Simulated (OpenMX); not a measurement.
# V (Im-3m) in OpenMX: equation of state, part 2 of 2

OpenMX 3.8.5. Earlier steps stand in the parts before.

## (8) Single point, PBE, collinear spin, ferromagnetic start, 14.72 Å³/atom (volume scaled by 1.06)

Input file V.dat:

```
System.CurrrentDirectory             ./
System.Name                          V
DATA.PATH                            ./DFT_DATA13
level.of.stdout                      1
level.of.fileout                     0
Species.Number                       1
<Definition.of.Atomic.Species
  V   V6.0-s3p2d2            V_PBE13
Definition.of.Atomic.Species>

Atoms.Number                         1
Atoms.SpeciesAndCoordinates.Unit     FRAC
<Atoms.SpeciesAndCoordinates
    1  V     0.0000000000    0.0000000000    0.0000000000   7.500  5.500
Atoms.SpeciesAndCoordinates>

Atoms.UnitVectors.Unit               Ang
<Atoms.UnitVectors
    -1.5440506776    1.5440506776    1.5440506776
     1.5440506776   -1.5440506776    1.5440506776
     1.5440506776    1.5440506776   -1.5440506776
Atoms.UnitVectors>

scf.XcType                           GGA-PBE
scf.SpinPolarization                 on
scf.ElectronicTemperature            580.226
scf.maxIter                          160
scf.EigenvalueSolver                 band
scf.Kgrid                            13 13 13
scf.Mixing.Type                      rmm-diisk
scf.Init.Mixing.Weight               0.01
scf.Min.Mixing.Weight                0.001
scf.Max.Mixing.Weight                0.2
scf.Mixing.History                   40
scf.Mixing.StartPulay                15
scf.criterion                        1.0e-8
MD.Type                              nomd
scf.Ngrid                            25 25 25
scf.energycutoff                     400.0
```

Potentials or basis: OpenMX 2013 PBE set, V6.0-s3p2d2, fixed grid of 25 × 25 × 25 points.

Started as:

```
openmx V.dat -nt 1 > V.std
```

V.out:

```text
Required cutoff energy (Ryd) for 3D-grids = 362.2672
      Used cutoff energy (Ryd) for 3D-grids = 362.2672, 362.2672, 362.2672
  Num. of grids of a-, b-, and c-axes = 25, 25, 25

  Num.Grid1.    25
  Num.Grid2.    25
  Num.Grid3.    25

  Cell_Volume =     99.366764647670 (Bohr^3)
  GridVol     =      0.006359472937 (Bohr^3)
  Cell vectors (bohr) of the grid cell (gtv)
    gtv_a = -0.116713307726,  0.116713307726,  0.116713307726
    gtv_b =  0.116713307726, -0.116713307726,  0.116713307726
    gtv_c =  0.116713307726,  0.116713307726, -0.116713307726
    |gtv_a| =  0.202153378900
    |gtv_b| =  0.202153378900
    |gtv_c| =  0.202153378900

***********************************************************

***********************************************************
                  SCF history at MD= 1
***********************************************************

   SCF=   1  NormRD=  1.000000000000  Uele= -15.749683074215
   SCF=   2  NormRD=  2.811862067968  Uele= -15.757778280744
   SCF=   3  NormRD=  2.808811650815  Uele= -15.758624979889
   SCF=   4  NormRD=  2.283107076730  Uele= -15.909292386016
   SCF=   5  NormRD=  1.899704222099  Uele= -15.988182143794
   SCF=   6  NormRD=  1.607412996696  Uele= -16.030582923840
   SCF=   7  NormRD=  1.384470678484  Uele= -16.053122588853
   SCF=   8  NormRD=  1.205784643002  Uele= -16.064313645666
   SCF=   9  NormRD=  1.054051219444  Uele= -16.069783568044
   SCF=  10  NormRD=  0.920619898191  Uele= -16.072877990422
[... 29 lines left out ...]
   SCF=  40  NormRD=  0.000079149730  Uele= -16.093686877967
   SCF=  41  NormRD=  0.000030040645  Uele= -16.093685458298
   SCF=  42  NormRD=  0.000008500969  Uele= -16.093687486014
   SCF=  43  NormRD=  0.000006480010  Uele= -16.093691151350
   SCF=  44  NormRD=  0.000005914543  Uele= -16.093691830641
   SCF=  45  NormRD=  0.000000825488  Uele= -16.093690974594
   SCF=  46  NormRD=  0.000000315916  Uele= -16.093690842006
   SCF=  47  NormRD=  0.000000197732  Uele= -16.093690883664
   SCF=  48  NormRD=  0.000000033927  Uele= -16.093690971064
   SCF=  49  NormRD=  0.000000010285  Uele= -16.093690978106

***********************************************************
        Total energy (Hartree) at MD = 1
***********************************************************

  Uele.        -16.093690978106

  Ukin.         31.210653770640
[... 90 lines left out ...]
    2   -1.58900664603437  -1.58900664805570
    3   -1.58900663898413  -1.58900664100543
    4   -1.58882973321951  -1.58882973513758
    5   -0.45236310376400  -0.45236310620150
    6   -0.20691669214609  -0.20691669460229
    7   -0.20596000967778  -0.20596001225983
    8   -0.20596000198699  -0.20596000456901
    9   -0.14193848560070  -0.14193848703779
   10   -0.14193847513460  -0.14193847657168
   11    1.12867912160820   1.12867911958189
   12    1.12877803775006   1.12877803567336
   13    1.12877806026011   1.12877805818430
   [... 6 higher levels ...]

***********************************************************
                   Mulliken populations
***********************************************************

  Total spin moment (muB)  -0.000000067

                    Up spin      Down spin     Sum           Diff
      1    V      6.499999967  6.500000033  13.000000000  -0.000000067

 Sum of MulP: up   =     6.50000 down          =     6.50000
              total=    13.00000 ideal(neutral)=    13.00000

  Decomposed Mulliken populations

    1    V          Up spin      Down spin     Sum           Diff
            multiple
  s           0    0.994415682  0.994415682   1.988831364  -0.000000000
   sum over m      0.994415682  0.994415682   1.988831364  -0.000000000
  s           1    0.314572203  0.314572204   0.629144407  -0.000000001
   sum over m      0.314572203  0.314572204   0.629144407  -0.000000001
  s           2    0.002294009  0.002294009   0.004588019   0.000000000
   sum over m      0.002294009  0.002294009   0.004588019   0.000000000
   sum over m+mul  1.311281894  1.311281895   2.622563789  -0.000000001
  px          0    0.987990044  0.987990044   1.975980089  -0.000000000
  py          0    0.987990043  0.987990043   1.975980087  -0.000000000
  pz          0    0.987990055  0.987990055   1.975980111  -0.000000000
   sum over m      2.963970143  2.963970143   5.927940286  -0.000000000
  px          1    0.130306692  0.130306696   0.260613389  -0.000000004
  py          1    0.130306685  0.130306689   0.260613374  -0.000000004
  pz          1    0.130306687  0.130306690   0.260613377  -0.000000004
   sum over m      0.390920064  0.390920075   0.781840139  -0.000000011
   sum over m+mul  3.354890207  3.354890218   6.709780426  -0.000000011
  d3z^2-r^2   0    0.338036072  0.338036075   0.676072147  -0.000000003
  dx^2-y^2    0    0.338036031  0.338036034   0.676072064  -0.000000003
  dxy         0    0.399076754  0.399076770   0.798153525  -0.000000016
  dxz         0    0.399076712  0.399076728   0.798153441  -0.000000016
  dyz         0    0.399076758  0.399076774   0.798153532  -0.000000016
   sum over m      1.873302327  1.873302381   3.746604708  -0.000000054
  d3z^2-r^2   1   -0.010155204 -0.010155204  -0.020310408  -0.000000000
  dx^2-y^2    1   -0.010155187 -0.010155187  -0.020310374  -0.000000000
  dxy         1   -0.006388023 -0.006388022  -0.012776045  -0.000000000
  dxz         1   -0.006388024 -0.006388024  -0.012776048  -0.000000000
  dyz         1   -0.006388023 -0.006388023  -0.012776047  -0.000000000
   sum over m     -0.039474462 -0.039474461  -0.078948923  -0.000000001
   sum over m+mul  1.833827865  1.833827920   3.667655785  -0.000000055

***********************************************************
       xyz-coordinates (Ang) and forces (Hartree/Bohr)
***********************************************************

<coordinates.forces
  1
    1     V     0.00000   0.00000   0.00000  -0.000000000000 -0.000000000000  0.000000000000
coordinates.forces>

***********************************************************
       Fractional coordinates of the final structure
***********************************************************

     1      V     0.00000000000000   0.00000000000000   0.00000000000000
```

Wall time 1.9 min (1 thread of Intel Xeon 6975P-C (Granite Rapids), shared host); peak memory 0.26 GiB.

What came out:

| Property | Result |
| --- | --- |
| Free energy | -1968.3009 eV |
| Band gap on the k mesh | none (metal or under the smearing width) |
| Net moment | 0.00 μB per cell |

Caveat: the basis of atomic orbitals isn't converged, which shifts pressures, moduli and gaps.

## (9) Equation of state, PBE, collinear spin, ferromagnetic start

Potentials or basis: OpenMX 2013 PBE set, V6.0-s3p2d2, fixed grid of 25 × 25 × 25 points.

No new run: the results of the series are fitted here.

Results (log left out):

```
Equilibrium volume                      : 13.54 Å³/atom
Bulk modulus                            : 193 GPa
Pressure derivative of the bulk modulus : 4.0
```

Energy against volume, from the lowest point:
```tsv
volume (Å³/atom)	energy (meV/atom)
13.058	10.72
13.336	1.69
13.613	0.00
13.891	5.01
14.169	16.16
14.447	32.67
14.725	54.15
```

Caveat: volumes in these bases differ from converged ones by about 1 %, for some elements by several; the basis of atomic orbitals isn't converged, which shifts pressures, moduli and gaps.
